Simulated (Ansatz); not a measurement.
According to r²SCAN (plane waves, PAW; program Ansatz), ZrO2 in the monoclinic phase (P2_1/c; Zr on 4e, O on 4e, O on 4e) relaxes to a = 5.152 Å, b = 5.227 Å, c = 5.329 Å, β = 99.4°. Its formation energy from the elements is -3.72 eV/atom, with no fitted shifts.

The Kohn–Sham gap is 4.16 eV (indirect).

The r²SCAN relaxation kept the symmetry of its start. The run is not spin-polarised. The references are the lowest solids computed at this level, not always the standard phases (solids in place of the gases). Spin–orbit coupling is left out wherever it is not named.

Potentials: the earlier of the program's two PAW sets.
